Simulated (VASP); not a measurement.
# SrTiO3 (Tausonite) (Pm-3m) in VASP: a series of runs, part 2 of 2

VASP 6.6.1. Earlier steps stand in the parts before.

## Step 3: Relaxation of the atoms, PBE+D3(BJ) (a relaxed cell with its volume scaled by 1.02)

The input, INCAR:

```
SYSTEM = SrTiO3
  ALGO = Normal
  EDIFF = 1E-7
  EDIFFG = -0.01
  ENCUT = 600
  GGA = PE
  IBRION = 2
  ISIF = 2
  ISMEAR = 0
  IVDW = 12
  LASPH = .TRUE.
  LCHARG = .FALSE.
  LREAL = .FALSE.
  LWAVE = .FALSE.
  NELM = 80
  NSW = 40
  PREC = Accurate
  SIGMA = 0.03
```

The input, KPOINTS:

```
k-points
0
G
  8 8 8
  0 0 0
```

The input, POSCAR:

```
SrTiO3                                  
1.0
    3.9392388975      0.0000000000      0.0000000000
    0.0000000000      3.9392388975      0.0000000000
    0.0000000000      0.0000000000      3.9392388975
  Sr              Ti              O             
     1     1     3
Direct
     0.5000000000000000    0.5000000000000000    0.5000000000000000
     0.0000000000000000    0.0000000000000000    0.0000000000000000
     0.5000000000000000    0.0000000000000000    0.0000000000000000
     0.0000000000000000    0.5000000000000000    0.0000000000000000
     0.0000000000000000    0.0000000000000000    0.5000000000000000
```

Potentials or basis: VASP PAW PBE potentials, release 64 (Sr_sv, Ti_sv, O).

Run with:

```console
> cat potpaw_PBE.64/Sr_sv/POTCAR potpaw_PBE.64/Ti_sv/POTCAR potpaw_PBE.64/O/POTCAR > POTCAR
> mpirun -np 1 vasp_std > vasp.out
```

OUTCAR:

```text
SYSTEM = SrTiO3
   EDIFF = 1E-7
   EDIFFG = -0.01
   ENCUT = 600
   GGA = PE
   IBRION = 2
   ISIF = 2
   ISMEAR = 0
   IVDW = 12
   LASPH = .TRUE.
   LREAL = .FALSE.
   NELM = 80
   NSW = 40
   PREC = Accurate
 IVDW          = 12

 ion  position               nearest neighbor table
   1  0.500  0.500  0.500-   3 2.79   4 2.79   5 2.79   3 2.79   4 2.79   3 2.79   5 2.79   3 2.79
                             4 2.79   5 2.79   4 2.79   5 2.79   2 3.41   2 3.41   2 3.41   2 3.41
   2  0.000  0.000  0.000-   3 1.97   4 1.97   5 1.97   5 1.97   4 1.97   3 1.97   1 3.41   1 3.41
[... 863 lines left out ...]
  -------------------------------------------------------------------------------------
  Total      -1.29106    -1.29106    -1.29106     0.00000     0.00000    -0.00000
  in kB     -33.83932   -33.83932   -33.83932     0.00000     0.00000    -0.00000
  external pressure =      -33.84 kB  Pullay stress =        0.00 kB

 VOLUME and BASIS-vectors are now :
 -----------------------------------------------------------------------------
  energy-cutoff  :      600.00
  volume of cell :       61.13
      direct lattice vectors                 reciprocal lattice vectors
     3.939238898  0.000000000  0.000000000     0.253856145  0.000000000  0.000000000
     0.000000000  3.939238898  0.000000000     0.000000000  0.253856145  0.000000000
     0.000000000  0.000000000  3.939238898     0.000000000  0.000000000  0.253856145

 POSITION                                       TOTAL-FORCE (eV/Angst)
 -----------------------------------------------------------------------------------
      1.96962      1.96962      1.96962         0.000000      0.000000      0.000000
      0.00000      0.00000      0.00000         0.000000      0.000000      0.000000
      1.96962      0.00000      0.00000         0.000000      0.000000      0.000000
      0.00000      1.96962      0.00000         0.000000      0.000000      0.000000
      0.00000      0.00000      1.96962         0.000000      0.000000      0.000000
 -----------------------------------------------------------------------------------
    total drift:                                0.000000      0.000000     -0.000000

  FREE ENERGIE OF THE ION-ELECTRON SYSTEM (eV)
  ---------------------------------------------------
  free  energy   TOTEN  =       -41.4026533458 eV

  energy  without entropy=      -41.4026533458  energy(sigma->0) =      -41.40265335

 reached required accuracy - stopping structural energy minimisation
```

Run time: 23 s. Hardware: 1 thread of Intel Xeon 6975P-C (Granite Rapids), shared host; peak memory 0.23 GiB.

Results:

| Property | Result |
| --- | --- |
| Free energy | -41.4027 eV |
| Pressure after relaxing | -3.4 GPa |
| Band gap on the k mesh | 1.81 eV, indirect (least direct gap 2.18 eV) |
| Dispersion energy per atom | -0.258 eV |

Final structure:
```
CELL_PARAMETERS angstrom
3.93924 0.00000 0.00000
0.00000 3.93924 0.00000
0.00000 0.00000 3.93924
ATOMIC_POSITIONS crystal
Sr 0.50000 0.50000 0.50000
Ti 0.00000 0.00000 0.00000
O 0.50000 0.00000 0.00000
O 0.00000 0.50000 0.00000
O 0.00000 0.00000 0.50000
```

Caveat: the relaxation stopped at its first step, so nothing moved.

## Step 4: Relaxation of the atoms, PBE+D3(BJ) (a relaxed cell with its volume scaled by 1.04)

INCAR is that of step 3.

KPOINTS is that of step 3.

POSCAR, as its differences from that of step 3:

```diff
@@ -2,5 +2,5 @@
 1.0
-    3.9392388975      0.0000000000      0.0000000000
-    0.0000000000      3.9392388975      0.0000000000
-    0.0000000000      0.0000000000      3.9392388975
+    3.9648190876      0.0000000000      0.0000000000
+    0.0000000000      3.9648190876      0.0000000000
+    0.0000000000      0.0000000000      3.9648190876
   Sr              Ti              O
```

Run with:

```console
> cat potpaw_PBE.64/Sr_sv/POTCAR potpaw_PBE.64/Ti_sv/POTCAR potpaw_PBE.64/O/POTCAR > POTCAR
> mpirun -np 1 vasp_std > vasp.out
```

Wall time 25 s (1 thread of Intel Xeon 6975P-C (Granite Rapids), shared host); peak memory 0.23 GiB.

The run converged. Its results:

```yaml
Free_energy: -41.3685 eV
Pressure_after_relaxing: -6.4 GPa
Band_gap_on_the_k_mesh: 1.77 eV, indirect (least direct gap 2.15 eV)
Dispersion_energy_per_atom: -0.253 eV
```

Final structure:
```xyz
5
Lattice="3.9648 0.0000 0.0000 0.0000 3.9648 0.0000 0.0000 0.0000 3.9648" Properties=species:S:1:pos:R:3 pbc="T T T"
Sr    1.9824    1.9824    1.9824
Ti    0.0000    0.0000    0.0000
O     1.9824    0.0000    0.0000
O     0.0000    1.9824    0.0000
O     0.0000    0.0000    1.9824
```

Levels at points of the mesh, in eV from the valence-band top:
| k point | band 17 | band 18 | band 19 | band 20 | band 21 | band 22 | band 23 | band 24 |
| --- | --- | --- | --- | --- | --- | --- | --- | --- |
| (0.00, 0.00, 0.00) | -1.10 | -0.38 | -0.38 | -0.38 | 1.77 | 1.77 | 1.77 | 3.99 |
| (0.50, 0.00, 0.00) | -2.24 | -1.85 | -0.73 | -0.73 | 1.92 | 3.55 | 3.55 | 4.00 |
| (0.50, 0.50, 0.00) | -1.75 | -1.52 | -1.52 | -0.09 | 3.55 | 3.55 | 3.99 | 4.90 |
| (0.50, 0.50, 0.50) | -3.60 | 0.00 | 0.00 | 0.00 | 4.18 | 4.18 | 4.18 | 6.77 |

Caveat: the relaxation stopped at its first step, so nothing moved.

## Step 5: Relaxation of the atoms, PBE+D3(BJ) (a relaxed cell with its volume scaled by 1.06)

INCAR is that of step 4.

KPOINTS is that of step 4.

POSCAR, as its differences from that of step 4:

```diff
@@ -2,5 +2,5 @@
 1.0
-    3.9648190876      0.0000000000      0.0000000000
-    0.0000000000      3.9648190876      0.0000000000
-    0.0000000000      0.0000000000      3.9648190876
+    3.9900733933      0.0000000000      0.0000000000
+    0.0000000000      3.9900733933      0.0000000000
+    0.0000000000      0.0000000000      3.9900733933
   Sr              Ti              O
```

Run with:

```console
> cat potpaw_PBE.64/Sr_sv/POTCAR potpaw_PBE.64/Ti_sv/POTCAR potpaw_PBE.64/O/POTCAR > POTCAR
> mpirun -np 1 vasp_std > vasp.out
```

Run time: 24 s. Hardware: 1 thread of Intel Xeon 6975P-C (Granite Rapids), shared host; peak memory 0.23 GiB.

Results (log left out):

| Quantity | Value |
| --- | --- |
| Free energy | -41.3127 eV |
| Pressure after relaxing | -9.1 GPa |
| Band gap on the k mesh | 1.73 eV, indirect (least direct gap 2.12 eV) |
| Dispersion energy per atom | -0.249 eV |

Final structure:
```yaml
crystal:
  lattice:
    - [3.99007, 0.00000, 0.00000]
    - [0.00000, 3.99007, 0.00000]
    - [0.00000, 0.00000, 3.99007]
  atoms:
    - { symbol: Sr, position: [0.50000, 0.50000, 0.50000] }
    - { symbol: Ti, position: [0.00000, 0.00000, 0.00000] }
    - { symbol: O, position: [0.50000, 0.00000, 0.00000] }
    - { symbol: O, position: [0.00000, 0.50000, 0.00000] }
    - { symbol: O, position: [0.00000, 0.00000, 0.50000] }
```

Levels at points of the mesh, in eV from the valence-band top:
```tsv
k point	band 17	band 18	band 19	band 20	band 21	band 22	band 23	band 24
(0.00, 0.00, 0.00)	-1.07	-0.39	-0.39	-0.39	1.73	1.73	1.73	3.86
(0.50, 0.00, 0.00)	-2.19	-1.79	-0.73	-0.73	1.88	3.45	3.45	3.87
(0.50, 0.50, 0.00)	-1.76	-1.50	-1.50	-0.08	3.46	3.46	3.88	4.74
(0.50, 0.50, 0.50)	-3.55	0.00	0.00	0.00	4.06	4.06	4.06	6.69
```

Caveat: the relaxation stopped at its first step, so nothing moved.

## Step 6: Relaxation of cell and atoms, PBEsol

This run uses another cell than the first one, of 11.91 Å³/atom, 0.994 times its volume.

The input, INCAR:

```
PREC = Accurate ; ENCUT = 600
EDIFF = 1E-6 ; ISMEAR = 0
SIGMA = 0.03 ; LREAL = False
LASPH = True ; NELM = 80
ALGO = Normal ; ISIF = 3
LWAVE = False ; LCHARG = False
GGA = PS ; IBRION = 2
NSW = 90 ; EDIFFG = -0.01
```

The input, KPOINTS:

```
regular mesh
0
Gamma
  8 8 8
```

The input, POSCAR:

```
SrTiO3
1.0
    3.9052800000      0.0000000000      0.0000000000
    0.0000000000      3.9052800000      0.0000000000
    0.0000000000      0.0000000000      3.9052800000
Sr Ti O
1 1 3
Direct
    0.5000000000      0.5000000000      0.5000000000
    0.0000000000      0.0000000000      0.0000000000
    0.5000000000      0.0000000000      0.0000000000
    0.0000000000      0.5000000000      0.0000000000
    0.0000000000      0.0000000000      0.5000000000
```

Potentials or basis: VASP PAW PBE potentials, release 64 (Sr_sv, Ti_sv, O).

Run with:

```console
> cat potpaw_PBE.64/Sr_sv/POTCAR potpaw_PBE.64/Ti_sv/POTCAR potpaw_PBE.64/O/POTCAR > POTCAR
> mpirun -np 1 vasp_std > vasp.out
```

Wall time 47 s (1 thread of Intel Xeon 6975P-C (Granite Rapids), shared host); peak memory 0.23 GiB.

The run converged. Its results:

```yaml
Free_energy: -42.0233 eV
Relaxed_volume: 11.82 Å³/atom
Relaxed_cell: a = 3.895 Å, b = 3.895 Å, c = 3.895 Å, α = 90.00°, β = 90.00°, γ = 90.00°
Space_group_after_relaxing_to_0.05_Å: Pm-3m (No. 221)
Energy_gained_by_relaxing: 0.5 meV/atom
Ionic_steps: 3
Pressure_after_relaxing: 0.0 GPa
Band_gap_on_the_k_mesh: 1.82 eV, indirect (least direct gap 2.17 eV)
```

Step by step:
```csv
step,energy change (eV),largest force (eV/Å),pressure (GPa),volume (Å³)
1,0.0000,0.0000,-1.52,59.56
2,0.0001,0.0000,1.55,58.59
3,-0.0023,0.0000,-0.01,59.08
```

Final structure:
```xyz
5
Lattice="3.8947 0.0000 0.0000 0.0000 3.8947 0.0000 0.0000 0.0000 3.8947" Properties=species:S:1:pos:R:3 pbc="T T T"
Sr    1.9474    1.9474    1.9474
Ti    0.0000    0.0000    0.0000
O     1.9474    0.0000    0.0000
O     0.0000    1.9474    0.0000
O     0.0000    0.0000    1.9474
```

Levels at points of the mesh, in eV from the valence-band top:
| k point | band 16 | band 17 | band 18 | band 19 | band 20 | band 21 | band 22 | band 23 | band 24 |
| --- | --- | --- | --- | --- | --- | --- | --- | --- | --- |
| (0.00, 0.00, 0.00) | -1.20 | -1.20 | -0.35 | -0.35 | -0.35 | 1.82 | 1.82 | 1.82 | 4.39 |
| (0.50, 0.00, 0.00) | -2.41 | -2.41 | -2.06 | -0.74 | -0.74 | 2.00 | 3.82 | 3.82 | 4.41 |
| (0.50, 0.50, 0.00) | -2.94 | -1.74 | -1.60 | -1.60 | -0.10 | 3.83 | 3.83 | 4.28 | 5.38 |
| (0.50, 0.50, 0.50) | -3.80 | -3.80 | 0.00 | 0.00 | 0.00 | 4.52 | 4.52 | 4.52 | 6.90 |

Caveat: the PAW data sets were made with another functional, which shifts forces and pressure a little. A k mesh can miss the band edges.

## Step 7: The runs side by side

```csv
task,level,cell,gap on the mesh (eV),pressure (GPa)
relaxation of the atoms,PBE+D3(BJ),atoms relaxed,1.85,0.0
relaxation of the atoms,PBE+D3(BJ),atoms relaxed from: a relaxed cell with its volume scaled by 1.02,1.81,-3.4
relaxation of the atoms,PBE+D3(BJ),atoms relaxed from: a relaxed cell with its volume scaled by 1.04,1.77,-6.4
relaxation of the atoms,PBE+D3(BJ),atoms relaxed from: a relaxed cell with its volume scaled by 1.06,1.73,-9.1
relaxation of cell and atoms,PBEsol,relaxed,1.82,0.0
```

Alike in all rows: potentials or basis VASP PAW PBE potentials, release 64 (Sr_sv, Ti_sv, O); no spin polarisation; k mesh 8 × 8 × 8; cutoff (eV) 600; smearing gaussian 0.03 eV.

Caveats: the relaxation stopped at its first step, so nothing moved (some runs); the PAW data sets were made with another functional, which shifts forces and pressure a little (some runs).

Total energies depend on the potentials used, so only differences within one code and one set of settings carry meaning.
